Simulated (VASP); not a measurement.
# AlP (F-43m) in VASP: a series of runs

One crystal, AlP, is run at these levels: PBEsol, LDA, PBE, PBE+D3(BJ); tasks: relaxation of cell and atoms.

Everything below comes from runs of VASP 6.6.1. Logs are shortened: lines on timing, memory, paths and dates and some standing lists are left out, and cuts for length are marked.

## Step 1: The structure

The structure is cubic, space group F-43m (No. 216). Conventional cell: a = 5.473 Å, b = 5.473 Å, c = 5.473 Å, α = 90.00°, β = 90.00°, γ = 90.00°. Around Al (site symmetry -43m) lie 4 P at 2.37 Å. P (site symmetry -43m) has 4 Al at 2.37 Å as nearest neighbours.

The cell is a database's computed one.

## Step 2: Relaxation of cell and atoms, PBEsol

Contents of INCAR:

```
  ALGO = Normal
  EDIFF = 1E-7
  EDIFFG = -0.005
  ENCUT = 600
  GGA = PS
  IBRION = 2
  ISIF = 3
  ISMEAR = 0
  LASPH = True
  LCHARG = False
  LREAL = False
  LWAVE = False
  NELM = 80
  NSW = 90
  PREC = Accurate
  SIGMA = 0.02
```

Contents of KPOINTS:

```
k-points
0
Gamma
  8 8 8
```

Contents of POSCAR:

```
AlP
1.0
    0.0000000000      2.7364837100      2.7364837100
    2.7364837100      0.0000000000      2.7364837100
    2.7364837100      2.7364837100      0.0000000000
Al P
1 1
Direct
    0.0000000000      0.0000000000      0.0000000000
    0.2500000000      0.2500000000      0.2500000000
```

Potentials or basis: VASP PAW PBE potentials, release 64 (Al, P).

The run is started by

```bash
cat potpaw_PBE.64/Al/POTCAR potpaw_PBE.64/P/POTCAR > POTCAR
mpirun -np 1 vasp_std > vasp.out
```

OUTCAR:

```text
EDIFF = 1E-7
   EDIFFG = -0.005
   ENCUT = 600
   GGA = PS
   IBRION = 2
   ISIF = 3
   ISMEAR = 0
   LASPH = True
   LREAL = False
   NELM = 80
   NSW = 90
   PREC = Accurate

 ion  position               nearest neighbor table
   1  0.000  0.000  0.000-   2 2.37   2 2.37   2 2.37   2 2.37
   2  0.250  0.250  0.250-   1 2.37   1 2.37   1 2.37   1 2.37

  LATTYP: Found a face centered cubic cell.
 ALAT       =     5.4729674200

  Lattice vectors:

 A1 = (   0.0000000000,   2.7364837100,   2.7364837100)
 A2 = (   2.7364837100,   0.0000000000,   2.7364837100)
 A3 = (   2.7364837100,   2.7364837100,   0.0000000000)

Analysis of symmetry for initial positions (statically):
=====================================================================
 Subroutine PRICEL returns:
 Original cell was already a primitive cell.

 Routine SETGRP: Setting up the symmetry group for a
 face centered cubic supercell.

 Subroutine GETGRP returns: Found 24 space group operations
 (whereof 24 operations were pure point group operations)
 out of a pool of 48 trial point group operations.

The static configuration has the point symmetry T_d .

Analysis of symmetry for dynamics (positions and initial velocities):
=====================================================================
 Subroutine PRICEL returns:
 Original cell was already a primitive cell.

 Routine SETGRP: Setting up the symmetry group for a
 face centered cubic supercell.

 Subroutine GETGRP returns: Found 24 space group operations
 (whereof 24 operations were pure point group operations)
 out of a pool of 48 trial point group operations.

The dynamic configuration has the point symmetry T_d .

 Subroutine INISYM returns: Found 24 space group operations
 (whereof 24 operations are pure point group operations),
 and found     1 'primitive' translations

----------------------------------------------------------------------------------------

                                     Primitive cell

  volume of cell :      40.9835

  direct lattice vectors                    reciprocal lattice vectors
     0.000000000  2.736483710  2.736483710    -0.182716235  0.182716235  0.182716235
     2.736483710  0.000000000  2.736483710     0.182716235 -0.182716235  0.182716235
     2.736483710  2.736483710  0.000000000     0.182716235  0.182716235 -0.182716235

  length of vectors
     3.869972376  3.869972376  3.869972376     0.316473802  0.316473802  0.316473802

  position of ions in fractional coordinates (direct lattice)
     0.000000000  0.000000000  0.000000000
[... 97 lines left out ...]
     AMIX     =   0.40;   BMIX     =  1.00
     AMIX_MAG =   1.60;   BMIX_MAG =  1.00
  volume/ion in A,a.u.               =      20.49       138.29
  Fermi-wavevector in a.u.,A,eV,Ry     =   0.949661  1.794599 12.270497  0.901856
  Thomas-Fermi vector in A             =   2.077965
   LORBIT       =      0    0 simple, 1 ext, 2 COOP (PROOUT), +10 PAW based schemes
   GGA     = PS    functional components
   LHFCALC =     F    Hartree Fock is set to
   AEXX    =    0.0000 exact exchange contribution
   IVDW    =     0    specifies the selected vdW correction
   LEPSILON=     F    determine dielectric tensor
   LRPA    =     F    only Hartree local field effects (RPA)
 conjugate gradient relaxation of ions
 non-spin polarized calculation
 Gauss-broadening in eV      SIGMA  =   0.02
  energy-cutoff  :      600.00
  volume of cell :       40.98
 maximum number of plane-waves:      1384
   NGX = 15   NGY = 15   NGZ = 15

--------------------------------------- Ionic step        1  -------------------------------------------

 number of electron       8.0000000 magnetization

 Free energy of the ion-electron system (eV)
  ---------------------------------------------------
  ext. energy  EPLUGINS =         0.00000000
  ---------------------------------------------------
  free energy    TOTEN  =       -10.99550217 eV

  energy without entropy =      -10.99550217  energy(sigma->0) =      -10.99550217

------------------------ aborting loop because EDIFF is reached ----------------------------------------

  FORCE on cell =-STRESS in cart. coord.  units (eV):
  Direction    XX          YY          ZZ          XY          YZ          ZX
  --------------------------------------------------------------------------------------
  -------------------------------------------------------------------------------------
  Total       -0.0184079     -0.0184079     -0.0184079      0.0000000      0.0000000      0.0000000
  in kB       -0.7196238     -0.7196238     -0.7196238      0.0000000      0.0000000      0.0000000
  external PRESSURE =      -0.7196238 kB  Pullay stress =       0.0000000 kB
[... 59 lines left out ...]
--------------------------------------- Ionic step        3  -------------------------------------------

 number of electron       8.0000000 magnetization

 Free energy of the ion-electron system (eV)
  ---------------------------------------------------
  ext. energy  EPLUGINS =         0.00000000
  ---------------------------------------------------
  free energy    TOTEN  =       -10.99551014 eV

  energy without entropy =      -10.99551014  energy(sigma->0) =      -10.99551014

 E-fermi :   4.6235     XC(G=0):  -9.3409

 val. band max:        4.4778492784   @ k =   0.0000   0.0000   0.0000
 cond. band min:       5.9286201024   @ k =   0.5000   0.5000   0.0000
 fundamental gap:      1.4507708240
 Fermi energy:         4.6235117232

 k-point     1 :       0.0000    0.0000    0.0000
  band No.  band energies     occupation
      1      -7.0136      2.00000
      2       4.4778      2.00000
      3       4.4778      2.00000
      4       4.4778      2.00000
      5       7.6287      0.00000
      6       8.9814      0.00000
      7       8.9814      0.00000
      8       8.9814      0.00000
[... 243 lines left out ...]
 k-point    24 :      -0.3750    0.2500    0.1250
  band No.  band energies     occupation
      1      -5.0175      2.00000
      2      -0.7104      2.00000
      3       1.8621      2.00000
      4       2.9833      2.00000
      5       8.3361      0.00000
      6       8.9121      0.00000
      7      11.2957      0.00000
      8      12.0870      0.00000

 [... further k-points ...]

------------------------ aborting loop because EDIFF is reached ----------------------------------------

  FORCE on cell =-STRESS in cart. coord.  units (eV):
  Direction    XX          YY          ZZ          XY          YZ          ZX
  --------------------------------------------------------------------------------------
  -------------------------------------------------------------------------------------
  Total        0.0007658      0.0007658      0.0007658      0.0000000      0.0000000      0.0000000
  in kB        0.0299643      0.0299643      0.0299643      0.0000000      0.0000000      0.0000000
  external PRESSURE =       0.0299643 kB  Pullay stress =       0.0000000 kB
[... 17 lines left out ...]
  FREE ENERGIE OF THE ION-ELECTRON SYSTEM (eV)
  ---------------------------------------------------
  free  energy   TOTEN  =       -10.9955101393 eV

  energy  without entropy=      -10.9955101393  energy(sigma->0) =      -10.99551014

 reached required accuracy - stopping structural energy minimisation
```

OSZICAR:

```text
N       E                     dE             d eps       ncg     rms          rms(c)
DAV:   1     0.143686037527E+02    0.14369E+02   -0.35298E+03   464   0.874E+02
DAV:   2    -0.107267844362E+02   -0.25095E+02   -0.24564E+02   632   0.979E+01
DAV:   3    -0.113581351736E+02   -0.63135E+00   -0.63135E+00   584   0.199E+01
[... 19 lines left out ...]
DAV:   2    -0.109955109433E+02    0.23865E-05   -0.62434E-06   536   0.137E-02    0.562E-03
DAV:   3    -0.109955103716E+02    0.57170E-06   -0.18006E-06   576   0.697E-03    0.120E-03
DAV:   4    -0.109955102548E+02    0.11682E-06   -0.43766E-08   232   0.155E-03    0.869E-04
DAV:   5    -0.109955101530E+02    0.10180E-06   -0.14545E-08   232   0.804E-04    0.395E-04
DAV:   6    -0.109955101393E+02    0.13766E-07   -0.13271E-09   232   0.352E-04
   3 F= -.10995510E+02 E0= -.10995510E+02  d E =-.796747E-05
```

CONTCAR:

```text
AlP
   1.00000000000000
     0.0000000000000000    2.7357083789715757    2.7357083789715757
     2.7357083789715757    0.0000000000000000    2.7357083789715757
     2.7357083789715757    2.7357083789715757    0.0000000000000000
  Al              P
     1     1
Direct
     0.0000000000000000    0.0000000000000000    0.0000000000000000
     0.2500000000000000    0.2500000000000000    0.2500000000000000

  0.00000000E+00  0.00000000E+00  0.00000000E+00
  0.00000000E+00  0.00000000E+00  0.00000000E+00
```

It took 9.4 s on 1 thread of Intel Xeon 6975P-C (Granite Rapids), shared host; peak memory 0.17 GiB.

What came out:

- Free energy: -10.9955 eV
- Relaxed volume: 20.47 Å³/atom
- Relaxed cell: a = 3.869 Å, b = 3.869 Å, c = 3.869 Å, α = 60.00°, β = 60.00°, γ = 60.00°
- Space group after relaxing (to 0.05 Å): F-43m (No. 216)
- Energy gained by relaxing: 0.0 meV/atom
- Ionic steps: 3
- Pressure after relaxing: 0.0 GPa
- Band gap on the k mesh: 1.45 eV, indirect (least direct gap 3.15 eV)

Final structure:
```
Al P
1.0
     0.00000    2.73571    2.73571
     2.73571    0.00000    2.73571
     2.73571    2.73571    0.00000
Al P
1 1
Direct
  0.00000 0.00000 0.00000
  0.25000 0.25000 0.25000
```

Caveat: the PAW data sets were made with another functional, which shifts forces and pressure a little. A k mesh can miss the band edges.

## Step 3: Relaxation of cell and atoms, LDA

INCAR, as its differences from that of step 2:

```diff
@@ -4,3 +4,2 @@
   ENCUT = 600
-  GGA = PS
   IBRION = 2
```

KPOINTS is that of step 2.

POSCAR is that of step 2.

Potentials or basis: VASP PAW LDA potentials, release 64 (Al, P).

The run is started by

```bash
cat potpaw_LDA.64/Al/POTCAR potpaw_LDA.64/P/POTCAR > POTCAR
mpirun -np 1 vasp_std > vasp.out
```

It took 9.4 s on 1 thread of Intel Xeon 6975P-C (Granite Rapids), shared host; peak memory 0.15 GiB.

The run converged. Its results:

- Free energy: -11.4126 eV
- Relaxed volume: 20.07 Å³/atom
- Relaxed cell: a = 3.843 Å, b = 3.843 Å, c = 3.843 Å, α = 60.00°, β = 60.00°, γ = 60.00°
- Space group after relaxing (to 0.05 Å): F-43m (No. 216)
- Energy gained by relaxing: 2.4 meV/atom
- Ionic steps: 3
- Pressure after relaxing: 0.0 GPa
- Band gap on the k mesh: 1.42 eV, indirect (least direct gap 3.24 eV)

The path:
| step | energy change (eV) | largest force (eV/Å) | pressure (GPa) | volume (Å³) |
| --- | --- | --- | --- | --- |
| 1 | 0.0000 | 0.0000 | -1.80 | 40.98 |
| 2 | -0.0030 | 0.0000 | 1.17 | 39.63 |
| 3 | -0.0048 | 0.0000 | 0.00 | 40.14 |

Final structure:
```xyz
2
Lattice="0.0000 2.7176 2.7176 2.7176 0.0000 2.7176 2.7176 2.7176 0.0000" Properties=species:S:1:pos:R:3 pbc="T T T"
Al    0.0000    0.0000    0.0000
P     1.3588    1.3588    1.3588
```

Levels at points of the mesh, in eV from the valence-band top:
| k point | band 1 | band 2 | band 3 | band 4 | band 5 | band 6 | band 7 | band 8 |
| --- | --- | --- | --- | --- | --- | --- | --- | --- |
| (0.00, 0.00, 0.00) | -11.58 | 0.00 | 0.00 | 0.00 | 3.24 | 4.49 | 4.49 | 4.49 |
| (0.50, 0.00, 0.00) | -9.85 | -5.64 | -0.78 | -0.78 | 2.72 | 4.74 | 4.74 | 8.11 |
| (0.50, 0.50, 0.00) | -9.17 | -5.40 | -2.15 | -2.15 | 1.42 | 2.33 | 11.00 | 11.00 |

## Step 4: Relaxation of cell and atoms, PBE

INCAR, as its differences from that of step 3:

```diff
@@ -4,2 +4,3 @@
   ENCUT = 600
+  GGA = PE
   IBRION = 2
```

KPOINTS is that of step 3.

POSCAR is that of step 3.

Potentials or basis: VASP PAW PBE potentials, release 64 (Al, P).

The run is started by

```bash
cat potpaw_PBE.64/Al/POTCAR potpaw_PBE.64/P/POTCAR > POTCAR
mpirun -np 1 vasp_std > vasp.out
```

OUTCAR:

```text
EDIFF = 1E-7
   EDIFFG = -0.005
   ENCUT = 600
   GGA = PE
   IBRION = 2
   ISIF = 3
   ISMEAR = 0
   LASPH = True
   LREAL = False
   NELM = 80
   NSW = 90
   PREC = Accurate

 ion  position               nearest neighbor table
   1  0.000  0.000  0.000-   2 2.37   2 2.37   2 2.37   2 2.37
   2  0.250  0.250  0.250-   1 2.37   1 2.37   1 2.37   1 2.37

  LATTYP: Found a face centered cubic cell.
 ALAT       =     5.4729674200

  Lattice vectors:

 A1 = (   0.0000000000,   2.7364837100,   2.7364837100)
 A2 = (   2.7364837100,   0.0000000000,   2.7364837100)
 A3 = (   2.7364837100,   2.7364837100,   0.0000000000)

Analysis of symmetry for initial positions (statically):
=====================================================================
 Subroutine PRICEL returns:
 Original cell was already a primitive cell.

 Routine SETGRP: Setting up the symmetry group for a
 face centered cubic supercell.

 Subroutine GETGRP returns: Found 24 space group operations
 (whereof 24 operations were pure point group operations)
 out of a pool of 48 trial point group operations.

The static configuration has the point symmetry T_d .

Analysis of symmetry for dynamics (positions and initial velocities):
=====================================================================
 Subroutine PRICEL returns:
 Original cell was already a primitive cell.

[... 227 lines left out ...]
--------------------------------------- Ionic step        3  -------------------------------------------

 number of electron       7.9999999 magnetization

 Free energy of the ion-electron system (eV)
  ---------------------------------------------------
  ext. energy  EPLUGINS =         0.00000000
  ---------------------------------------------------
  free energy    TOTEN  =       -10.37706724 eV

  energy without entropy =      -10.37706724  energy(sigma->0) =      -10.37706724

 E-fermi :   4.4363     XC(G=0):  -9.1117

 val. band max:        4.3534713783   @ k =   0.0000   0.0000   0.0000
 cond. band min:       5.9816386103   @ k =   0.5000   0.5000   0.0000
 fundamental gap:      1.6281672320
 Fermi energy:         4.4362894159

 k-point     1 :       0.0000    0.0000    0.0000
  band No.  band energies     occupation
      1      -7.0098      2.00000
      2       4.3535      2.00000
      3       4.3535      2.00000
      4       4.3535      2.00000
      5       7.4459      0.00000
      6       8.8798      0.00000
      7       8.8798      0.00000
      8       8.8798      0.00000
[... 243 lines left out ...]
 k-point    24 :      -0.3750    0.2500    0.1250
  band No.  band energies     occupation
      1      -5.0903      2.00000
      2      -0.7231      2.00000
      3       1.8168      2.00000
      4       2.9091      2.00000
      5       8.2738      0.00000
      6       8.8514      0.00000
      7      11.1616      0.00000
      8      11.9766      0.00000

 [... further k-points ...]

------------------------ aborting loop because EDIFF is reached ----------------------------------------

  FORCE on cell =-STRESS in cart. coord.  units (eV):
  Direction    XX          YY          ZZ          XY          YZ          ZX
  --------------------------------------------------------------------------------------
  -------------------------------------------------------------------------------------
  Total        0.0011384      0.0011384      0.0011384      0.0000000      0.0000000     -0.0000000
  in kB        0.0437139      0.0437139      0.0437139      0.0000000      0.0000000     -0.0000000
  external PRESSURE =       0.0437139 kB  Pullay stress =       0.0000000 kB
[... 17 lines left out ...]
  FREE ENERGIE OF THE ION-ELECTRON SYSTEM (eV)
  ---------------------------------------------------
  free  energy   TOTEN  =       -10.3770672357 eV

  energy  without entropy=      -10.3770672357  energy(sigma->0) =      -10.37706724

 reached required accuracy - stopping structural energy minimisation
```

OSZICAR:

```text
N       E                     dE             d eps       ncg     rms          rms(c)
DAV:   1     0.151796328755E+02    0.15180E+02   -0.35314E+03   464   0.874E+02
DAV:   2    -0.100708317521E+02   -0.25250E+02   -0.24706E+02   624   0.983E+01
DAV:   3    -0.107187868582E+02   -0.64796E+00   -0.64796E+00   600   0.202E+01
[... 27 lines left out ...]
DAV:   4    -0.103770697503E+02    0.11766E-04   -0.21120E-05   568   0.334E-02    0.264E-02
DAV:   5    -0.103770665493E+02    0.32010E-05   -0.73485E-06   536   0.165E-02    0.109E-02
DAV:   6    -0.103770670912E+02   -0.54190E-06   -0.33060E-07   576   0.444E-03    0.400E-03
DAV:   7    -0.103770672797E+02   -0.18844E-06   -0.68550E-08   448   0.165E-03    0.139E-03
DAV:   8    -0.103770672357E+02    0.44000E-07   -0.18162E-09   232   0.331E-04
   3 F= -.10377067E+02 E0= -.10377067E+02  d E =-.352019E-02
```

It took 13 s on 1 thread of Intel Xeon 6975P-C (Granite Rapids), shared host; peak memory 0.17 GiB.

Results:

```yaml
Free_energy: -10.3771 eV
Relaxed_volume: 20.86 Å³/atom
Relaxed_cell: a = 3.893 Å, b = 3.893 Å, c = 3.893 Å, α = 60.00°, β = 60.00°, γ = 60.00°
Space_group_after_relaxing_to_0.05_Å: F-43m (No. 216)
Energy_gained_by_relaxing: 1.8 meV/atom
Ionic_steps: 3
Pressure_after_relaxing: 0.0 GPa
Band_gap_on_the_k_mesh: 1.63 eV, indirect (least direct gap 3.09 eV)
```

The path:
```csv
step,energy change (eV),largest force (eV/Å),pressure (GPa),volume (Å³)
1,0.0000,0.0000,1.55,40.98
2,-0.0023,0.0000,-0.85,42.17
3,-0.0035,0.0000,0.00,41.73
```

Final structure:
```yaml
crystal:
  lattice:
    - [0.00000, 2.75290, 2.75290]
    - [2.75290, 0.00000, 2.75290]
    - [2.75290, 2.75290, 0.00000]
  atoms:
    - { symbol: Al, position: [0.00000, 0.00000, 0.00000] }
    - { symbol: P, position: [0.25000, 0.25000, 0.25000] }
```

A k mesh can miss the band edges. As with any semilocal functional, this PBE gap is likely too small.

[end of part 1 of 2]
